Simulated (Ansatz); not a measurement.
# Al2O3 (P-6m2) in Ansatz: band structure with PBE0

Aim: the band structure of Al2O3 with PBE0.

Program: Ansatz 0.2.0. These are calculated values, not measurements. Logs are shortened: lines on timing, memory, paths and dates and some standing lists are left out, and cuts for length are marked.

## (1) The structure

Symmetry: P-6m2, No. 187, hexagonal system. Conventional cell: a = 2.884 Å, b = 2.884 Å, c = 9.337 Å, α = 90.00°, β = 90.00°, γ = 120.00°. Al (site symmetry 3m) is surrounded by 3 O at 1.80 Å. O (site symmetry 3m) is surrounded by 3 Al at 1.80 Å. O (site symmetry -6m2) has 6 Al at 2.18 Å as nearest neighbours.

Measurements of this composition are mostly on another form, of space group No. 167.

## (2) Band structure, PBE0

Contents of input:

```
crystal:
  lattice:
    - [2.8843249483, 0.0, 0.0]
    - [-1.4421624742, 2.497898678, 0.0]
    - [0.0, 0.0, 9.33675446]
  atoms:
    - { symbol: Al, position: [0.0, 0.0, 0.85000767] }
    - { symbol: Al, position: [0.0, 0.0, 0.14999233] }
    - { symbol: O, position: [0.3333333333, 0.6666666667, 0.77768308] }
    - { symbol: O, position: [0.6666666667, 0.3333333333, 0.0] }
    - { symbol: O, position: [0.3333333333, 0.6666666667, 0.22231692] }
hamiltonian:
  xc: pbe0
  pseudopotentials: { kind: paw }
kpoints:
  mp_grid: { grid: [8, 8, 2] }
  band_path:
    path:
      - [[0.0, 0.0, 0.0], [0.5, 0.0, 0.0], [0.3333333333, 0.3333333333, 0.0], [0.0, 0.0, 0.0], [0.0, 0.0, 0.5], [0.5, 0.0, 0.5], [0.3333333333, 0.3333333333, 0.5], [0.0, 0.0, 0.5]]
      - [[0.5, 0.0, 0.5], [0.5, 0.0, 0.0]]
      - [[0.3333333333, 0.3333333333, 0.0], [0.3333333333, 0.3333333333, 0.5]]
    npoints: 4
scf:
  occupations: { method: fermi_dirac, width: 0.05 }
  n_extra_bands: 12
output:
  forces: true
  stress: true
  eigenvalues: true
  fatbands: false
```

Potentials or basis: Ansatz PAW.

Output:

```text
Warning: output.stress: scf.convergence.dr2_threshold = 1e-7 eV (the SCF's general default) is looser than the 5e-10 eV advised for a printed stress (1e-10 eV for each atom of the cell: 5). What an SCF threshold leaves in a stress goes as its square root, and in the free energy as the threshold itself, and one threshold admits the most on a small cell: of the crystals measured, under no hybrid functional and no lock of the moments, on runs that ended without the residual-converged pass, on stresses that held no estimate of that error, the worst erred by over 100 MPa in a component at 1e-7 eV an atom and by under 5 at 1e-10. Set scf.convergence.dr2_threshold to 5e-10 eV or tighter. The threshold is an SCF's pass mark: one that does not reach it within its budget of iterations ends unconverged, or closes short of it on a stop that the run arms, and scf.convergence.dr2_threshold's page says what that costs each kind of run
Warning: output.stress: scf.exx.energy_threshold = 1e-6 eV is looser than the 5e-8 eV advised for a stress under a hybrid functional (1e-8 eV for each atom of the cell: 5). Every SCF of the exchange loop can meet its threshold on dr2 while the loop round them stops early: no threshold on dr2 bounds what that leaves in the stress. Set scf.exx.energy_threshold to 5e-8 eV or tighter. The threshold is the loop's pass mark: a loop that does not reach it within its budget of cycles ends unconverged, and scf.exx.energy_threshold's page has the law
scf.n_extra_bands = 12 over 12 filled bands (N_el = 24.0): the run solves 24 bands
GPUs: using 1 of 1 available (devices: 1).
Engine: ansatz 0.2.0, x86_64-unknown-linux-gnu
Pseudopotentials: kind: paw
Pseudopotential: Al, paw, valence charge 3, recommended cutoff 420 eV (normal), Al.paw.azcp
Pseudopotential: O, paw, valence charge 6, recommended cutoff 420 eV (normal), O.paw.azcp
Functional definition: PBE0
  parameter a = 0.25
  parameter kappa = 0.804
  parameter beta = 0.06672455060314922
  exchange = (1 - a)*pbe_x(kappa = kappa, mu = beta*pi^2/3) + a*exact_x
  correlation = pbe_c(beta = beta)
device memory: the entry about to start is reckoned to put 0.7 GiB on a device that reports 43.9 GiB free (of which the cap on the GPU budget leaves the run 18.0 GiB)
GPU FFT provider: cuFFT
GPU libraries: cuBLAS 13.8.2, cuFFT 12.4.0, cuSOLVER 12.3.4
Crystal: 5 atoms, lattice volume = 67.269 Å³
Basis set: ecut = 420 eV, 1315 PW (Γ), exchange–correlation on 40×40×128 points (8 copies of the dense FFT grid, shifted against one another)
Bands: 24, of which v1, the nominal top of the filled ones, is band 12 counted from 1 (11 counted from 0)
Symmetry: 12 space group operations
Space group: P-6m2 (ITA 187), of the structure as read, at distance tolerance 4.1e-5 Å
k-points: 20 of 128 (time reversal used)
Non-local potential: Al, projectors of the file, l = 0: 2, l = 1: 2, l = 2: 1
Non-local potential: O, projectors of the file, l = 0: 2, l = 1: 2, l = 2: 1
PAW form: soft (Blöchl's): semilocal exchange-correlation on the pseudo side does not see the compensation charge
PAW frozen core: Al, regenerated for the run's functional, and the local potential with it (the file was generated under x = pbe(κ = 0.804, μ = 0.2195149727645171), c = pbe(β = 0.06672455060314922))
PAW frozen core: O, regenerated for the run's functional, and the local potential with it (the file was generated under x = pbe(κ = 0.804, μ = 0.2195149727645171), c = pbe(β = 0.06672455060314922))
PAW one-centre angular grid: Al, 110 points (default); XC on 64 Gauss nodes
PAW one-centre angular grid: O, 110 points (default); XC on 64 Gauss nodes
Initial density: superposition of atomic densities (neutral atoms: chi_scale 0, normalization atom), corrected by the library's trained network
Initial wavefunctions: pseudopotential atomic-orbital guess
GPU buffer pool allocated for 25600 grid points (all kernels)
[... 41 lines left out ...]
SCF iter   5: F=-2784.919434 eV  HF=-2784.919434 eV  |F-HF|=1.38e-9  |Δ(HF+E_count)|=   5.62e-9  Δρ=1.58e-6  dr2=1.50e-9  ethr=8.47e-12  ⟨swp⟩=4.5  Hψ=1347  notcnv=0  defer=5
SCF 3 converged in 5 iterations: F = -2784.919434 eV  dr2 = 1.50e-9
  Residual-converged pass: ⟨swp⟩=3.0  Hψ=828  notcnv=0  max |occ|·‖R‖ = 7.0e-7 eV (tolerance 7.0e-7 eV)  dr2=1.50e-9  dr2_onsite=9.45e-11  max |Δocc| = 0.0e0
hybrid outer 2: dexx = +2.033e-7 eV, tail = 6.88e-9 eV, Δε = 1.26e-3 eV (about 3.14e-5 eV left of the loop's levels), ΔF = 1.54e-3 eV/Å (tail 2.23e-4)
device memory: the entry about to start is reckoned to put 0.5 GiB on a device that reports 40.1 GiB free (of which the cap on the GPU budget leaves the run 18.0 GiB)
NSCF: frozen V_eff on 39 k-points, pencils in batches of 32, up to order 108
hybrid SCF converged: 2 outer / 11 inner (+3 warm-up), last move |dexx| = 2.03e-7 eV, tail = 6.88e-9 eV
Stability not checked: this state was not tested for a lower state beside it, because the functional holds exact exchange (a hybrid, or Hartree-Fock), whose exchange loop this test does not read (fock_operator; see scf.lower_state_search)
Free energy (F): -2784.919434 eV
Frozen-core exchange: fock
Harris-Foulkes:  -2784.919434 eV  (|F-HF|=1.38e-9)
Internal energy: -2784.919434 eV  (E = F + TS)
E sigma→0 (E₀):  -2784.919434 eV
Fermi energy:    3.939188 eV
--- Per-component energies (eV) ---
  E_band       = -153.318618
  E_kinetic    = 588.887149
  E_local      = -2595.283456  (includes V_loc(G=0)·N_el)
  E_nonlocal   = 158.480425
  E_hartree    = 1105.618253
  E_xc         = -236.083201
  E_vxc        = -268.048427  (∫ρ·V_xc dr)
  E_exx        = -77.400118  (= α·E_x^exact, valence–valence)
  E_paw        = -1403.137797  (= ΣΔE_a)
  E_vpaw       = -93.798845  (= ΣTr[D̂ρ^β])
  E_aug_tail   = 0.007479  (compensation charges beyond the density's cutoff)
  E_ewald      = -325.844076
  E_core_change = -0.164092  (= ΣΔE_core)
  E_smearing   = -0.000000  (= −TS)
  E_closure    = -0.000000  (closes the sum)
  Σ components = -2784.919434   (vs F -2784.919434, Δ=0.00e0)
--- Forces (eV/Å), atoms counted from 1 ---
  atom   1  Al    -0.00000000    -0.00000000    -0.12212978
  atom   2  Al    -0.00000000    -0.00000000     0.12212978
  atom   3  O      0.00000000     0.00000000     0.44275233
  atom   4  O     -0.00000000    -0.00000000     0.00000000
  atom   5  O      0.00000000     0.00000000    -0.44275233
  max |Σ_I F_I| component: 1.85e-16 eV/Å
--- Stress (GPa, compression-positive) ---
       -5.873290       0.000000       0.000000
        0.000000      -5.873290       0.000000
        0.000000       0.000000      -3.577686
  P = ⅓ Tr σ = -5.1081 GPa (-51.081 kbar)
--- Band table (eV; the first three rows and the last of 20) ---
  k-point 0: bands = ["-20.0437", "-18.9836", "-17.7632", "-5.0820", "-2.0754", "-1.3090", "-1.3090", "-1.0783", "-1.0783", "-0.2310", "-0.2310", "0.0022", "7.5101", "10.0676", "10.7012", "11.8658", "15.9383", "17.3691", "18.0540", "18.0540", "18.1873", "18.1873", "18.6664", "20.0107"]
  k-point 1: bands = ["-20.0436", "-18.9839", "-17.7629", "-5.0878", "-2.0435", "-1.3089", "-1.3089", "-1.0785", "-1.0785", "-0.2311", "-0.2311", "-0.0385", "7.6782", "9.5898", "10.8139", "12.2668", "15.5228", "17.0734", "18.0546", "18.0546", "18.1854", "18.1854", "19.7786", "20.0148"]
  k-point 2: bands = ["-19.8466", "-18.8378", "-17.6927", "-4.9657", "-2.5364", "-1.8343", "-1.7802", "-1.5047", "-1.2020", "-0.7142", "-0.2970", "0.2022", "8.3911", "10.4772", "11.2533", "12.4455", "15.8360", "16.4492", "16.7164", "17.6386", "18.1795", "18.4874", "18.5213", "20.2902"]
  k-point 19: bands = ["-17.9039", "-17.7438", "-17.6198", "-5.5926", "-5.3076", "-4.0315", "-3.7851", "-3.6642", "-2.4160", "-1.3870", "-0.8202", "0.1076", "12.4852", "12.5377", "13.5840", "14.7468", "15.6462", "16.0083", "16.1736", "16.3659", "17.1265", "17.4708", "18.4962", "20.4633"]
```

bands.tsv:

```text
[... 58 lines left out ...]
7.713359	-21.687588	-21.662901	-21.656920	-9.448317	-9.064222	-8.046037	-7.925556	-7.736498	-6.666085	-5.051621	-4.988669	-3.790639	8.616525	8.851755	9.822639	11.373444	11.778901	12.048668	12.060554	12.412756	12.648566	13.989742	14.542998	16.008545
7.797478	-21.687540	-21.662901	-21.656968	-9.448263	-9.064365	-8.045713	-7.925964	-7.736198	-6.665708	-5.051896	-4.991234	-3.787964	8.605710	8.852603	9.823384	11.411106	11.731651	12.014919	12.034836	12.461059	12.860753	13.694645	14.567101	16.145340
7.881596	-21.687524	-21.662902	-21.656985	-9.448251	-9.064382	-8.045574	-7.926072	-7.736143	-6.665636	-5.051967	-4.992360	-3.786841	8.601253	8.853014	9.823586	11.427245	11.713872	11.999785	12.028569	12.479245	12.989668	13.533598	14.577362	16.227182
```

It took 47 s on 1 × NVIDIA H100 80GB HBM3 with 2 threads of AMD EPYC 7R13 (Zen 3), shared host; peak memory 2.1 GiB.

Results:

```yaml
Free_energy: -2784.9194 eV
Pressure: -5.1 GPa
Largest_force: 0.443 eV/Å
Band_gap_on_the_k_mesh: 7.29 eV, indirect (least direct gap 7.51 eV)
Band_gap_along_the_path: 7.29 eV, indirect (least direct gap 7.51 eV)
```

Forces in eV/Å, atoms in the order of the input:
```
Al   0.000  0.000 -0.122
Al   0.000  0.000  0.122
O    0.000  0.000  0.443
O    0.000  0.000  0.000
O    0.000  0.000 -0.443
```

Stress tensor (GPa, compression positive):
```
-5.87  0.00  0.00
 0.00 -5.87  0.00
 0.00  0.00 -3.58
```

Levels at the corners of the path, in eV from the valence-band top:
| point | band 10 | band 11 | band 12 | band 13 | band 14 | band 15 |
| --- | --- | --- | --- | --- | --- | --- |
| Γ | -0.46 | -0.46 | -0.22 | 7.29 | 9.84 | 10.48 |
| M | -0.99 | -0.90 | -0.68 | 10.48 | 11.62 | 11.72 |
| K | -1.34 | -1.27 | -0.08 | 12.35 | 12.57 | 13.54 |
| Γ | -0.46 | -0.46 | -0.22 | 7.29 | 9.84 | 10.48 |
| A | -0.46 | -0.46 | -0.26 | 7.45 | 9.37 | 10.59 |
| L | -0.99 | -0.91 | -0.67 | 10.50 | 11.56 | 11.80 |
| H | -1.34 | -1.28 | -0.07 | 12.32 | 12.57 | 13.54 |
| A | -0.46 | -0.46 | -0.26 | 7.45 | 9.37 | 10.59 |
| L | -0.99 | -0.91 | -0.67 | 10.50 | 11.56 | 11.80 |
| M | -0.99 | -0.90 | -0.68 | 10.48 | 11.62 | 11.72 |
| K | -1.34 | -1.27 | -0.08 | 12.35 | 12.57 | 13.54 |
| H | -1.34 | -1.28 | -0.07 | 12.32 | 12.57 | 13.54 |

Caveat: the pressure holds a Pulay correction of +0.4 GPa for the finite cutoff; the PAW data sets come from PBE, with cores solved anew for the run's functional, which leaves a small shift of forces and pressure; the thresholds are loose for stress.
